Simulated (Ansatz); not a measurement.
**ZrO2: a short molecular-dynamics run**

What does ZrO2 do over 60 steps of 1 fs under a Langevin thermostat at 2000 K? The cell is a database structure of 6 atoms, taken as it stands, without a relaxation.

Program: Ansatz 0.2.0. Level of theory: DFT PBE, plane waves, PAW, scalar-relativistic, no spin polarisation. These are calculated values, not measurements.

**1. The structure to begin with**

The cell holds 6 atoms (O4Zr2): a = 3.623 Å, b = 3.623 Å, c = 5.224 Å, α = 90.00°, β = 90.00°, γ = 90.00°.

As a file:

```
O Zr
1.0
     3.62296    0.00000    0.00000
     0.00000    3.62296    0.00000
     0.00000    0.00000    5.22422
O Zr
4 2
Direct
  0.25000 0.25000 0.45400
  0.25000 0.25000 0.95400
  0.75000 0.75000 0.54600
  0.75000 0.75000 0.04600
  0.75000 0.25000 0.25000
  0.25000 0.75000 0.75000
```

**2. Molecular dynamics**

input.yaml

```yaml
crystal:
  lattice:
    - [3.62295995, 0.0, 0.0]
    - [0.0, 3.62295995, 0.0]
    - [0.0, 0.0, 5.22422028]
  atoms:
    - { symbol: O, position: [0.25, 0.25, 0.454] }
    - { symbol: O, position: [0.25, 0.25, 0.954] }
    - { symbol: O, position: [0.75, 0.75, 0.546] }
    - { symbol: O, position: [0.75, 0.75, 0.046] }
    - { symbol: Zr, position: [0.75, 0.25, 0.25] }
    - { symbol: Zr, position: [0.25, 0.75, 0.75] }
kpoints:
  mp_grid: { grid: [4, 4, 3] }
magnetization:
  spin_polarized: false
scf:
  occupations: { method: cold, width: 0.15 }
hamiltonian:
  pseudopotentials: { kind: paw }
  xc: pbe
basis:
  ecutwfc: 420
md:
  timestep: 1.0
  n_steps: 60
  ensemble: nvt_langevin
  temperature: 2000.0
  initial_velocities: maxwell_boltzmann
  seed: 51145
```

Run with:

```bash
> ansatz run input.yaml --threads 2 --pin off --max-ram 2560MiB --backend cpu --events-out ev --progress --plain --runs-dir out
```

The program printed, shortened:

```text
Warning: md: disabling space-group detection — thermal motion breaks the input geometry's symmetry, so no spatial operation reduces the k-mesh or symmetrises the density; time reversal is kept, so that k and −k are solved as one point where they differ and the mesh holds both, and exact [...]
Warning: RAYON_NUM_THREADS=2 ignored (pool sized by the plan → 2); use --threads N
[...]
Pseudopotentials: kind: paw
Pseudopotential: O, paw, valence charge 6, recommended cutoff 420 eV (normal), O.paw.azcp
Pseudopotential: Zr, paw, valence charge 12, recommended cutoff 420 eV (normal), Zr.paw.azcp
Functional definition: PBE
[...]
Crystal: 6 atoms, lattice volume = 68.572 Å³
Basis set: ecut = 420 eV, 1329 PW (Γ), exchange–correlation on 50×50×72 points (8 copies of the dense FFT grid, shifted against one another)
Bands: 30, of which v1, the nominal top of the filled ones, is band 24 counted from 1 (23 counted from 0)
Symmetry: 1 space group operations
k-points: 26 of 48 (time reversal used)
[...]
SCF iter   1: F=—  HF=-10647.824342 eV  |F-HF|=—  |Δ(HF+E_count)|=         —  Δρ=3.07e-3  dr2=1.46e-3  ethr=1.77e-3  ⟨swp⟩=4.7  Hψ=3133  notcnv=0
[...]
md step     0: t =     0.00 fs  T =  1666.7 K  F+E_penalty+E_count = -10647.82427145 eV  E_kin = 1.292600 eV  (7 SCF iters)
[...]
md step     1: t =     1.00 fs  T =  1916.6 K  F+E_penalty+E_count = -10647.82023498 eV  E_kin = 1.486477 eV  (8 SCF iters)
[...]
SCF iter   7: F=-10647.800536 eV  HF=-10647.800536 eV  |F-HF|=5.72e-9  |Δ(HF+E_count)|=   1.23e-8  S|Δr|=    0.00e0  Δρ=3.02e-6  dr2=5.20e-9  ethr=1.25e-11  ⟨swp⟩=3.0  Hψ=3229  notcnv=0
[...]
```

**3. The output, continued**

Output, continued, shortened:

```text
md step     2: t =     2.00 fs  T =  1758.8 K  F+E_penalty+E_count = -10647.80053594 eV  E_kin = 1.364069 eV  (7 SCF iters)
[...]
md step    16: t =    16.00 fs  T =   932.2 K  F+E_penalty+E_count = -10646.92191686 eV  E_kin = 0.722999 eV  (5 SCF iters)
[...]
md step    30: t =    30.00 fs  T =  1040.2 K  F+E_penalty+E_count = -10646.82932376 eV  E_kin = 0.806714 eV  (7 SCF iters)
[...]
md step    44: t =    44.00 fs  T =  1993.4 K  F+E_penalty+E_count = -10646.73663015 eV  E_kin = 1.545977 eV  (6 SCF iters)
[...]
md step    58: t =    58.00 fs  T =  2157.7 K  F+E_penalty+E_count = -10646.82637226 eV  E_kin = 1.673450 eV  (6 SCF iters)
md step    59: t =    59.00 fs  T =  2009.0 K  F+E_penalty+E_count = -10646.81130568 eV  E_kin = 1.558076 eV  (6 SCF iters)
[...]
md step    60: t =    60.00 fs  T =  2126.4 K  F+E_penalty+E_count = -10646.78220807 eV  E_kin = 1.649185 eV  (8 SCF iters)
[...]
Free energy (F): -10646.782208 eV
[...]
E sigma→0 (E₀):  -10646.782208 eV
Fermi energy:    13.315774 eV
Step filling:    the computed levels leave a gap of 3.2672 eV = 21.8 smearing widths at the electron count; against every level under it full and every level over it empty, smearing changes F+E_penalty+E_count by +6.65e-55 meV and its σ→0 estimate by -6.30e-52 meV
[...]
--- Forces (eV/Å), atoms counted from 1 ---
  atom   1  O      0.07654260    -0.04825847    -0.00784076
  atom   2  O     -0.28257297    -0.22265725     0.44860356
  atom   3  O      2.06872645     0.21102902    -1.86695776
  atom   4  O      0.93365716     1.20049804     2.77612111
  atom   5  Zr    -2.48817258     0.31201006    -1.34433381
  atom   6  Zr    -0.30818872    -1.45260717    -0.00563514
[...]
--- MD trajectory: 60 steps, t = 0.0 → 60.0 fs ---
  final state: T = 2126.4 K   F+E_penalty+E_count = -10646.78220807 eV   E_kin = 1.649185 eV
```

Wall time 2 min (2 threads of Arm Neoverse V1, shared host); peak memory 0.36 GiB.

**4. The trajectory**

The trajectory, every 3 steps (energies from step 0); msd is the mean square displacement from the start, the centre of mass held:

| time (fs) | T (K) | potential energy change (meV/atom) | msd O (Å²) | msd Zr (Å²) |
| --- | --- | --- | --- | --- |
| 0.0 | 1667 | 0.0 | 0.000 | 0.000 |
| 3.0 | 1598 | 9.2 | 0.003 | 0.000 |
| 6.0 | 1940 | 35.1 | 0.010 | 0.002 |
| 9.0 | 1473 | 69.9 | 0.020 | 0.004 |
| 12.0 | 1298 | 108.5 | 0.032 | 0.006 |
| 15.0 | 1079 | 142.0 | 0.046 | 0.009 |
| 18.0 | 987 | 160.9 | 0.056 | 0.012 |
| 21.0 | 790 | 164.6 | 0.063 | 0.015 |
| 24.0 | 1111 | 160.5 | 0.067 | 0.018 |
| 27.0 | 1299 | 159.3 | 0.069 | 0.022 |
| 30.0 | 1040 | 165.8 | 0.071 | 0.025 |
| 33.0 | 1234 | 171.4 | 0.070 | 0.029 |
| 36.0 | 1272 | 176.9 | 0.069 | 0.032 |
| 39.0 | 1445 | 181.8 | 0.065 | 0.036 |
| 42.0 | 1451 | 181.9 | 0.058 | 0.039 |
| 45.0 | 1992 | 182.9 | 0.051 | 0.041 |
| 48.0 | 1861 | 192.3 | 0.047 | 0.044 |
| 51.0 | 1986 | 185.5 | 0.044 | 0.046 |
| 54.0 | 2337 | 174.1 | 0.045 | 0.047 |
| 57.0 | 2201 | 165.4 | 0.048 | 0.046 |
| 60.0 | 2126 | 173.7 | 0.054 | 0.045 |

time (fs), T (K) and a bar:
```
      0.0       1667 ##################
      3.0       1598 ################
      5.0       1852 #####################
      8.0       1401 ############
     10.0       1274 ##########
     13.0       1248 #########
     16.0        932 ###
     18.0        987 ####
     21.0        790 
     23.0       1000 ####
     26.0       1212 #########
     29.0       1037 #####
     31.0       1232 #########
     34.0       1207 ########
     37.0       1241 #########
     39.0       1445 #############
     42.0       1451 #############
     44.0       1993 ########################
     47.0       2033 #########################
     50.0       1975 ########################
     52.0       1938 #######################
     55.0       2272 ##############################
     57.0       2201 #############################
     60.0       2126 ###########################
```

**5. Positions and forces**

Extended XYZ, with forces in eV/Å:

```xyz
6
Lattice="3.623 0.000 0.000 0.000 3.623 0.000 0.000 0.000 5.224" Properties=species:S:1:pos:R:3:forces:R:3 pbc="T T T" time_fs=8.0 T=1401 dE=0.3476
O     1.073    0.864    2.417   -2.374    0.161   -0.221
O     0.853    0.881    4.991    0.261    0.119   -0.184
O     2.729    2.710    2.975    0.667   -0.170   -1.100
O     2.684    2.661    0.330   -0.026    0.625    0.121
Zr    2.713    0.890    1.306    1.091   -0.333   -0.689
Zr    0.894    2.766    3.857    0.381   -0.403    2.073
6
Lattice="3.623 0.000 0.000 0.000 3.623 0.000 0.000 0.000 5.224" Properties=species:S:1:pos:R:3:forces:R:3 pbc="T T T" time_fs=15.0 T=1079 dE=0.8520
O     1.155    0.863    2.463   -3.343    0.088    0.097
O     0.808    0.847    5.029    0.454    0.341   -0.273
O     2.752    2.684    3.027    0.399   -0.127   -1.433
O     2.642    2.624    0.418   -0.106    1.090   -0.646
Zr    2.704    0.874    1.295    1.587   -0.613   -0.678
Zr    0.885    2.819    3.820    1.009   -0.779    2.933
6
Lattice="3.623 0.000 0.000 0.000 3.623 0.000 0.000 0.000 5.224" Properties=species:S:1:pos:R:3:forces:R:3 pbc="T T T" time_fs=22.0 T=885 dE=0.9831
O     1.126    0.865    2.484   -2.748   -0.087   -0.296
O     0.734    0.822    5.050    0.722    0.660   -0.363
O     2.753    2.631    3.019    0.025    0.082   -0.854
O     2.605    2.638    0.509   -0.412    0.640   -1.691
Zr    2.728    0.862    1.285    1.166   -0.292    0.516
Zr    0.869    2.855    3.795    1.247   -1.002    2.687
6
Lattice="3.623 0.000 0.000 0.000 3.623 0.000 0.000 0.000 5.224" Properties=species:S:1:pos:R:3:forces:R:3 pbc="T T T" time_fs=30.0 T=1040 dE=0.9949
O     0.988    0.863    2.483   -1.079   -0.395   -0.787
O     0.652    0.795    5.058    1.108    1.143   -0.582
O     2.718    2.547    2.958   -0.108    0.650    0.472
O     2.589    2.675    0.557   -0.877   -0.734   -2.582
Zr    2.768    0.838    1.282    0.181    0.799    1.744
Zr    0.846    2.883    3.783    0.775   -1.464    1.736
6
Lattice="3.623 0.000 0.000 0.000 3.623 0.000 0.000 0.000 5.224" Properties=species:S:1:pos:R:3:forces:R:3 pbc="T T T" time_fs=38.0 T=1485 dE=1.0814
O     0.834    0.861    2.449    1.049   -0.729   -0.037
O     0.603    0.781    5.048    1.348    1.369   -1.068
O     2.667    2.496    2.841   -0.179    1.408    1.782
O     2.555    2.679    0.488   -0.960   -1.135   -2.583
Zr    2.811    0.817    1.287   -1.494    1.044    0.803
Zr    0.823    2.897    3.779    0.236   -1.957    1.103
6
Lattice="3.623 0.000 0.000 0.000 3.623 0.000 0.000 0.000 5.224" Properties=species:S:1:pos:R:3:forces:R:3 pbc="T T T" time_fs=45.0 T=1992 dE=1.0973
O     0.728    0.861    2.387    3.542   -0.658    1.515
O     0.606    0.805    4.995    0.963    1.309   -0.871
O     2.612    2.533    2.763   -0.123    1.437    1.535
O     2.528    2.640    0.329   -0.440    0.028   -1.379
Zr    2.846    0.820    1.298   -3.884    0.238   -2.017
Zr    0.806    2.910    3.791   -0.058   -2.354    1.216
6
Lattice="3.623 0.000 0.000 0.000 3.623 0.000 0.000 0.000 5.224" Properties=species:S:1:pos:R:3:forces:R:3 pbc="T T T" time_fs=52.0 T=1938 dE=1.0969
O     0.732    0.861    2.331    4.115   -0.373    2.118
O     0.635    0.850    4.956    0.399    1.026   -0.405
O     2.564    2.601    2.747    0.499    0.884   -0.255
O     2.499    2.606    0.096    0.312    0.788    0.790
Zr    2.875    0.830    1.298   -5.168    0.060   -3.535
Zr    0.783    2.921    3.816   -0.158   -2.386    1.286
6
Lattice="3.623 0.000 0.000 0.000 3.623 0.000 0.000 0.000 5.224" Properties=species:S:1:pos:R:3:forces:R:3 pbc="T T T" time_fs=60.0 T=2126 dE=1.0421
O     0.874    0.849    2.313    0.077   -0.048   -0.008
O     0.696    0.974    4.915   -0.283   -0.223    0.449
O     2.501    2.684    2.713    2.069    0.211   -1.867
O     2.504    2.627   -0.124    0.934    1.200    2.776
Zr    2.872    0.838    1.275   -2.488    0.312   -1.344
Zr    0.763    2.926    3.866   -0.308   -1.453   -0.006
```

**6. Summary of results**

| quantity | value |
| --- | --- |
| length | 60 steps of 1 fs |
| temperature, first and last step | 1667 and 2126 K |
| temperature, second half | mean 1712 K, from 1040 to 2337 K |
| potential energy, second half | +178 meV/atom from the start |
| mean square displacement, second half | O 0.056, Zr 0.039 Å² |

Against a set 2000 K the second half averages 1712 K, going from 1040 to 2126 K over that half. No atom gets farther than 0.37 Å from its start, with the drift of the whole removed, against a typical distance of 2.1 Å between sites at the start. Averages from a run of 60 fs with 6 atoms are rough.
